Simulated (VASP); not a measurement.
# Hf (Im-3m) in VASP: further runs

The runs below take Hf through relaxation of cell and atoms, with r2SCAN.

Everything below comes from runs of VASP 6.6.1. Logs are shortened: lines on timing, memory, paths and dates and some standing lists are left out, and cuts for length are marked.

## 1. The crystal as given

The structure is cubic, space group Im-3m (No. 229). Conventional cell: a = 3.098 Å, b = 3.098 Å, c = 3.098 Å, α = 90.00°, β = 90.00°, γ = 90.00°. Hf (site symmetry m-3m) has 8 Hf at 2.68 Å as nearest neighbours.

This isn't the form of Hf at room conditions, which is hcp.

## 2. Relaxation of cell and atoms, r2SCAN, target pressure 75 GPa, at which the enthalpy is minimised

INCAR

```
PREC     = Accurate       # precision mode
ENCUT    = 520            # plane-wave cutoff, eV
EDIFF    = 1E-7           # SCF threshold, eV
ISMEAR   = 0              # smearing method
SIGMA    = 0.1            # smearing width, eV
LREAL    = False          # projectors in reciprocal space
LASPH    = True           # aspherical terms in the spheres
NELM     = 60             # most SCF steps
ALGO     = Normal         # electronic algorithm
ISIF     = 3              # what is computed and relaxed
LWAVE    = False          # write WAVECAR
LCHARG   = False          # write CHGCAR
METAGGA  = R2SCAN         # meta-GGA
LMIXTAU  = True         
IBRION   = 2              # ionic algorithm
NSW      = 80             # ionic steps
EDIFFG   = -0.002         # ionic threshold
PSTRESS  = 750.0
```

KPOINTS

```
Automatic mesh
0
Gamma
  16 16 16
```

POSCAR

```
Hf                                      
1.0
   -1.5491210845      1.5491210845      1.5491210845
    1.5491210845     -1.5491210845      1.5491210845
    1.5491210845      1.5491210845     -1.5491210845
  Hf            
     1
Direct
     0.0000000000000000    0.0000000000000000    0.0000000000000000
```

Potentials or basis: VASP PAW PBE potentials, release 64 (Hf_pv).

Run with:

```sh
> cat potpaw_PBE.64/Hf_pv/POTCAR > POTCAR
> mpirun -np 1 vasp_std > vasp.out
```

OUTCAR:

```text
PREC = Accurate
   ENCUT = 520
   EDIFF = 1E-7
   ISMEAR = 0
   LREAL = False
   LASPH = True
   NELM = 60
   ISIF = 3
   METAGGA = R2SCAN
   IBRION = 2
   NSW = 80
   EDIFFG = -0.002
   PSTRESS = 750.0

 ion  position               nearest neighbor table
   1  0.000  0.000  0.000-

  LATTYP: Found a body centered cubic cell.
 ALAT       =     3.0982421690

  Lattice vectors:

 A1 = (  -1.5491210845,   1.5491210845,   1.5491210845)
 A2 = (   1.5491210845,  -1.5491210845,   1.5491210845)
 A3 = (   1.5491210845,   1.5491210845,  -1.5491210845)

Analysis of symmetry for initial positions (statically):
=====================================================================
 Subroutine PRICEL returns:
 Original cell was already a primitive cell.

 Routine SETGRP: Setting up the symmetry group for a
 body centered cubic supercell.

 Subroutine GETGRP returns: Found 48 space group operations
 (whereof 48 operations were pure point group operations)
 out of a pool of 48 trial point group operations.

The static configuration has the point symmetry O_h .

Analysis of symmetry for dynamics (positions and initial velocities):
=====================================================================
 Subroutine PRICEL returns:
 Original cell was already a primitive cell.

 Routine SETGRP: Setting up the symmetry group for a
 body centered cubic supercell.

 Subroutine GETGRP returns: Found 48 space group operations
 (whereof 48 operations were pure point group operations)
 out of a pool of 48 trial point group operations.

The dynamic configuration has the point symmetry O_h .

 Subroutine INISYM returns: Found 48 space group operations
 (whereof 48 operations are pure point group operations),
 and found     1 'primitive' translations

----------------------------------------------------------------------------------------

                                     Primitive cell

  volume of cell :      14.8702

  direct lattice vectors                    reciprocal lattice vectors
    -1.549121085  1.549121085  1.549121085     0.000000000  0.322763666  0.322763666
     1.549121085 -1.549121085  1.549121085     0.322763666  0.000000000  0.322763666
     1.549121085  1.549121085 -1.549121085     0.322763666  0.322763666  0.000000000

  length of vectors
     2.683156425  2.683156425  2.683156425     0.456456754  0.456456754  0.456456754

  position of ions in fractional coordinates (direct lattice)
     0.000000000  0.000000000  0.000000000

  ion indices of the primitive-cell ions
   primitive index   ion index
                 1           1

----------------------------------------------------------------------------------------

 KPOINTS: Automatic mesh

Automatic generation of k-mesh.
 Grid dimensions read from file:
 generate k-points for:   16   16   16

 Generating k-lattice:

  Cartesian coordinates                     Fractional coordinates (reciprocal lattice)
     0.000000000  0.020172729  0.020172729     0.062500000  0.000000000  0.000000000
     0.020172729  0.000000000  0.020172729     0.000000000  0.062500000  0.000000000
     0.020172729  0.020172729  0.000000000     0.000000000  0.000000000  0.062500000

  Length of vectors
     0.028528547  0.028528547  0.028528547

  Shift w.r.t. Gamma in fractional coordinates (k-lattice)
     0.000000000  0.000000000  0.000000000

 Subroutine IBZKPT returns following result:
 ===========================================

 Found    145 irreducible k-points:

 Following reciprocal coordinates:
            Coordinates               Weight
  0.000000  0.000000  0.000000      1.000000
  0.062500  0.000000  0.000000     12.000000
  0.125000  0.000000  0.000000     12.000000
  0.187500  0.000000  0.000000     12.000000
  0.250000  0.000000  0.000000     12.000000
  0.312500  0.000000  0.000000     12.000000
[... 16 lines left out ...]
  0.187500  0.187500  0.000000     24.000000
  0.250000  0.187500 -0.000000     48.000000
 [... further k-points ...]
   k-points           NKPTS =    145   k-points in BZ     NKDIM =    145   number of bands    NBANDS=      9
   number of dos      NEDOS =    301   number of ions     NIONS =      1
   total plane-waves  NPLWV =   8000
   dimension x,y,z NGX =    20 NGY =   20 NGZ =   20
   dimension x,y,z NGXF=    40 NGYF=   40 NGZF=   40
   ions per type =               1
   NGX,Y,Z   is equivalent  to a cutoff of  12.39, 12.39, 12.39 a.u.
   NGXF,Y,Z  is equivalent  to a cutoff of  24.78, 24.78, 24.78 a.u.
 SYSTEM =  unknown system
   PREC   = accura    normal or accurate (medium, high low for compatibility)
   ISTART =      0    job   : 0-new  1-cont  2-samecut
   ICHARG =      2    charge: 1-file 2-atom 10-const
   ISPIN  =      1    spin polarized calculation?
   LNONCOLLINEAR =      F non collinear calculations
   LSORBIT =      F    spin-orbit coupling
   LASPH  =      T    aspherical Exc in radial PAW
   ENCUT  =  520.0 eV  38.22 Ry    6.18 a.u.   4.99  4.99  4.99*2*pi/ulx,y,z
   NELM   =     60;   NELMIN=  2; NELMDL= -5     # of ELM steps
   EDIFF  = 0.1E-06   stopping-criterion for ELM
   LREAL  =      F    real-space projection
   EDIFFG = -.2E-02   stopping-criterion for IOM
   NSW    =     80    number of steps for IOM
   IBRION =      2    ionic relax: 0-MD 1-quasi-New 2-CG
   NFREE  =      1    steps in history (QN), initial steepest desc. (CG)
   ISIF   =      3    stress and relaxation
   ISYM   =      2    0-nonsym 1-usesym 2-fastsym
   POTIM  = 0.5000    time-step for ionic-motion
   TEBEG  =    0.0;   TEEND  =   0.0 temperature during run
   PSTRESS=  750.0 pullay stress
   NELECT =      10.0000    total number of electrons
   NUPDOWN=      -1.0000    fix difference up-down
   EMIN   =  10.00;   EMAX   =-10.00  energy-range for DOS
   EFERMI =   0.00;   METHOD = LEGACY
   ISMEAR =     0;   SIGMA  =   0.10  broadening in eV -4-tet -1-fermi 0-gaus
   EFERMI_NEDOS =   21; number of points for ismear=-14 and -15
   IALGO  =     38    algorithm
   IMIX   =      4    mixing-type and parameters
     AMIX     =   0.40;   BMIX     =  1.00
     AMIX_MAG =   1.60;   BMIX_MAG =  1.00
  volume/ion in A,a.u.               =      14.87       100.35
  Fermi-wavevector in a.u.,A,eV,Ry     =   1.434287  2.710410 27.989632  2.057180
  Thomas-Fermi vector in A             =   2.553712
   LORBIT       =      0    0 simple, 1 ext, 2 COOP (PROOUT), +10 PAW based schemes
   METAGGA = R2SCAN    functional components
   LHFCALC =     F    Hartree Fock is set to
   AEXX    =    0.0000 exact exchange contribution
   IVDW    =     0    specifies the selected vdW correction
   LEPSILON=     F    determine dielectric tensor
   LRPA    =     F    only Hartree local field effects (RPA)
 conjugate gradient relaxation of ions
 non-spin polarized calculation
 Gauss-broadening in eV      SIGMA  =   0.10
  energy-cutoff  :      520.00
  volume of cell :       14.87
 maximum number of plane-waves:       420
   NGX =  9   NGY =  9   NGZ =  9

--------------------------------------- Ionic step        1  -------------------------------------------

 number of electron      10.0000002 magnetization

 Free energy of the ion-electron system (eV)
  ---------------------------------------------------
  ext. energy  EPLUGINS =         0.00000000
  ---------------------------------------------------
  free energy    TOTEN  =       -43.66097374 eV

  energy without entropy =      -43.65666444  energy(sigma->0) =      -43.65881909

------------------------ aborting loop because EDIFF is reached ----------------------------------------

  FORCE on cell =-STRESS in cart. coord.  units (eV):
  Direction    XX          YY          ZZ          XY          YZ          ZX
  --------------------------------------------------------------------------------------
  -------------------------------------------------------------------------------------
  Total        6.9652925      6.9652925      6.9652925      0.0000000      0.0000000     -0.0000000
  in kB      750.4708942    750.4708942    750.4708942      0.0000000      0.0000000     -0.0000000
  external PRESSURE =       0.4708942 kB  Pullay stress =     750.0000000 kB

 VOLUME and BASIS-vectors are now :
 -----------------------------------------------------------------------------
  energy-cutoff  :      520.00
  volume of cell :       14.87
      direct lattice vectors                 reciprocal lattice vectors
    -1.549121085  1.549121085  1.549121085     0.000000000  0.322763666  0.322763666
     1.549121085 -1.549121085  1.549121085     0.322763666  0.000000000  0.322763666
     1.549121085  1.549121085 -1.549121085     0.322763666  0.322763666  0.000000000
[... 44 lines left out ...]
  FREE ENERGIE OF THE ION-ELECTRON SYSTEM (eV)
  ---------------------------------------------------
  free  energy   TOTEN  =       -43.6653717640 eV

  energy  without entropy=      -43.6610629823  energy(sigma->0) =      -43.66321737

  enthalpy is  TOTEN    =       -36.7000458418 eV   P V=        6.9653259222

--------------------------------------- Ionic step        3  -------------------------------------------

 number of electron      10.0000002 magnetization

 Free energy of the ion-electron system (eV)
  ---------------------------------------------------
  ext. energy  EPLUGINS =         0.00000000
  ---------------------------------------------------
  free energy    TOTEN  =       -43.66149874 eV

  energy without entropy =      -43.65718960  energy(sigma->0) =      -43.65934417

 E-fermi :   7.6984     XC(G=0): -14.4354

 val. band max:        7.6397423671   @ k =   0.1875   0.0625   0.0625
 cond. band min:       7.7262629373   @ k =   0.2500   0.1875   0.1875
 fundamental gap:      0.0865205702
 Fermi energy:         7.6984378010

 k-point     1 :       0.0000    0.0000    0.0000
  band No.  band energies     occupation
      1     -21.7111      2.00000
      2     -21.7111      2.00000
      3     -21.7111      2.00000
      4      -0.7228      2.00000
      5       9.5121      0.00000
      6       9.5121      0.00000
      7       9.5121      0.00000
      8      13.6779      0.00000
      9      13.6779      0.00000

 k-point     2 :       0.0625    0.0000    0.0000
  band No.  band energies     occupation
      1     -21.8445      2.00000
      2     -21.7469      2.00000
      3     -21.7131      2.00000
      4      -0.4650      2.00000
      5       9.3235      0.00000
      6       9.4426      0.00000
      7       9.7574      0.00000
      8      13.3365      0.00000
      9      13.6607      0.00000
[... 253 lines left out ...]
 k-point    24 :       0.2500    0.1875   -0.0000
  band No.  band energies     occupation
      1     -24.0403      2.00000
      2     -22.6714      2.00000
      3     -21.9785      2.00000
      4       4.1178      2.00000
      5       6.5111      2.00000
      6       7.8726      0.01379
      7      12.8807      0.00000
      8      15.4064      0.00000
      9      17.9626      0.00000

 [... further k-points ...]

------------------------ aborting loop because EDIFF is reached ----------------------------------------

  FORCE on cell =-STRESS in cart. coord.  units (eV):
  Direction    XX          YY          ZZ          XY          YZ          ZX
  --------------------------------------------------------------------------------------
  -------------------------------------------------------------------------------------
  Total        6.9595373      6.9595373      6.9595373      0.0000000      0.0000000     -0.0000000
  in kB      749.7942958    749.7942958    749.7942958      0.0000000      0.0000000     -0.0000000
  external PRESSURE =      -0.2057042 kB  Pullay stress =     750.0000000 kB

 VOLUME and BASIS-vectors are now :
 -----------------------------------------------------------------------------
  energy-cutoff  :      520.00
  volume of cell :       14.87
      direct lattice vectors                 reciprocal lattice vectors
    -1.549159998  1.549159998  1.549159998     0.000000000  0.322755558  0.322755558
     1.549159998 -1.549159998  1.549159998     0.322755558  0.000000000  0.322755558
     1.549159998  1.549159998 -1.549159998     0.322755558  0.322755558  0.000000000

 POSITION                                       TOTAL-FORCE (eV/Angst)
 -----------------------------------------------------------------------------------
      0.00000      0.00000     -0.00000        -0.000000      0.000000     -0.000000
 -----------------------------------------------------------------------------------
    total drift:                                0.000000     -0.000000      0.000000

  FREE ENERGIE OF THE ION-ELECTRON SYSTEM (eV)
  ---------------------------------------------------
  free  energy   TOTEN  =       -43.6614987411 eV

  energy  without entropy=      -43.6571895980  energy(sigma->0) =      -43.65934417

  enthalpy is  TOTEN    =       -36.7000521524 eV   P V=        6.9614465887

 reached required accuracy - stopping structural energy minimisation
```

Wall time 1.9 min (1 thread of Intel Xeon Platinum 8488C (Sapphire Rapids), shared host); peak memory 0.14 GiB.

What came out:

| Quantity | Value |
| --- | --- |
| Free energy | -43.6615 eV |
| Energy change on relaxing (the enthalpy is what falls) | -0.5 meV/atom |
| Ionic steps | 3 |
| Pressure after relaxing | 75.0 GPa |
| Band gap on the k mesh | none (metal or under the smearing width) |

Step by step:
```
step  energy change (eV)  largest force (eV/Å)  pressure (GPa)  volume (Å³)
   1              0.0000                0.0000           75.05        14.87
   2             -0.0044                0.0000           74.81        14.88
   3             -0.0005                0.0000           74.98        14.87
```

Final structure:
```
Hf
1.0
    -1.54916    1.54916    1.54916
     1.54916   -1.54916    1.54916
     1.54916    1.54916   -1.54916
Hf
1
Cartesian
  0.0000 0.0000 0.0000
```

Caveat: the cell is relaxed towards a set pressure, so the enthalpy falls and the energy may rise; the PAW data sets were made with another functional, which shifts forces and pressure a little.

## 3. Relaxation of cell and atoms, r2SCAN, target pressure 12 GPa, at which the enthalpy is minimised

This run uses another cell than the first one, of 17.92 Å³/atom, 1.205 times its volume.

Edit INCAR of step 2 so:

```diff
@@ -17,2 +17,2 @@
 EDIFFG   = -0.002         # ionic threshold
-PSTRESS  = 750.0
+PSTRESS  = 120.0
```

KPOINTS is that of step 2.

POSCAR

```
Hf                                      
1.0
   -1.6485478640      1.6485478640      1.6485478640
    1.6485478640     -1.6485478640      1.6485478640
    1.6485478640      1.6485478640     -1.6485478640
  Hf            
     1
Direct
     0.0000000000000000    0.0000000000000000    0.0000000000000000
```

Potentials or basis: VASP PAW PBE potentials, release 64 (Hf_pv).

Run with:

```sh
> cat potpaw_PBE.64/Hf_pv/POTCAR > POTCAR
> mpirun -np 1 vasp_std > vasp.out
```

Wall time 6 min (1 thread of Intel Xeon Platinum 8488C (Sapphire Rapids), shared host); peak memory 0.17 GiB.

It converged, with:

* Free energy: -44.8715 eV
* Relaxed volume: 19.97 Å³/atom
* Relaxed cell: a = 2.960 Å, b = 2.960 Å, c = 2.960 Å, α = 109.47°, β = 109.47°, γ = 109.47°
* Space group after relaxing (to 0.05 Å): Im-3m (No. 229)
* Energy change on relaxing (the enthalpy is what falls): -261.3 meV/atom
* Ionic steps: 17
* Pressure after relaxing: 12.0 GPa
* Band gap on the k mesh: none (metal or under the smearing width)

Step by step:
```tsv
step	energy change (eV)	largest force (eV/Å)	pressure (GPa)	volume (Å³)
1	0.0000	0.0000	30.00	17.92
2	-0.2999	0.0000	-6.48	23.67
3	-0.2694	0.0000	11.21	20.08
4	-0.2618	0.0000	11.95	19.97
5	-0.2586	0.0000	12.25	19.93
6	-0.2587	0.0000	12.27	19.93
7	-0.2590	0.0000	12.21	19.94
8	-0.2590	0.0000	12.22	19.94
9	-0.2590	0.0000	12.22	19.94
10	-0.2590	0.0000	12.22	19.94
11	-0.2590	0.0000	12.22	19.94
12	-0.2591	0.0000	12.22	19.94
13	-0.2592	0.0000	12.23	19.94
14	-0.2595	0.0000	12.17	19.94
15	-0.2600	0.0000	12.12	19.95
16	-0.2610	0.0000	12.03	19.96
17	-0.2613	0.0000	12.00	19.97
```

Final structure:
```yaml
crystal:
  lattice:
    - [-1.70899, 1.70899, 1.70899]
    - [1.70899, -1.70899, 1.70899]
    - [1.70899, 1.70899, -1.70899]
  atoms:
    - { symbol: Hf, position: [0.00000, 0.00000, 0.00000] }
```

Levels at points of the mesh, in eV from the Fermi level:
```
           k point  band 2  band 3  band 4  band 5  band 6  band 7  band 8  band 9
(0.00, 0.00, 0.00)  -30.50  -30.50   -7.74    1.86    1.86    1.86    5.02    5.02
(0.50, 0.00, 0.00)  -30.88  -30.51   -3.85   -0.60    1.38    4.98    6.09    9.00
(0.50, 0.50, 0.50)  -31.33  -31.33   -3.26   -3.26    8.00    8.00    8.00    8.53
```

Caveat: the cell is relaxed towards a set pressure, so the enthalpy falls and the energy may rise; the PAW data sets were made with another functional, which shifts forces and pressure a little.

## 4. Relaxation of cell and atoms, r2SCAN, target pressure 12 GPa, at which the enthalpy is minimised

This run uses another cell than the first one, of 19.97 Å³/atom, 1.343 times its volume.

INCAR is that of step 3.

KPOINTS is that of step 3.

POSCAR

```
Hf                                      
1.0
   -1.7089930275      1.7089930275      1.7089930275
    1.7089930275     -1.7089930275      1.7089930275
    1.7089930275      1.7089930275     -1.7089930275
  Hf            
     1
Direct
     0.0000000000000000    1.0000000000000000    0.0000000000000000
```

Run with:

```sh
> cat potpaw_PBE.64/Hf_pv/POTCAR > POTCAR
> mpirun -np 1 vasp_std > vasp.out
```

It took 60 s on 1 thread of Intel Xeon Platinum 8488C (Sapphire Rapids), shared host; peak memory 0.16 GiB.

The run converged. Its results:

| Quantity | Value |
| --- | --- |
| Free energy | -44.8717 eV |
| Pressure after relaxing | 12.0 GPa |
| Band gap on the k mesh | none (metal or under the smearing width) |

Final structure:
```yaml
crystal:
  lattice:
    - [-1.70899, 1.70899, 1.70899]
    - [1.70899, -1.70899, 1.70899]
    - [1.70899, 1.70899, -1.70899]
  atoms:
    - { symbol: Hf, position: [0.00000, 0.00000, 0.00000] }
```

Levels at points of the mesh, in eV from the Fermi level:
```tsv
k point	band 1	band 2	band 3	band 4	band 5	band 6	band 7	band 8	band 9
(0.00, 0.00, 0.00)	-30.50	-30.50	-30.50	-7.74	1.86	1.86	1.86	5.02	5.02
(0.50, 0.00, 0.00)	-31.72	-30.88	-30.51	-3.85	-0.60	1.38	4.98	6.09	9.00
(0.50, 0.50, 0.50)	-31.33	-31.33	-31.33	-3.26	-3.26	8.00	8.00	8.00	8.53
```

Caveat: the relaxation stopped at its first step, so nothing moved; the cell is relaxed towards a set pressure, so the enthalpy falls and the energy may rise; the PAW data sets were made with another functional, which shifts forces and pressure a little. Spin-orbit coupling is left out, which matters for the levels of Hf.

(Continued in part 2 of 2.)
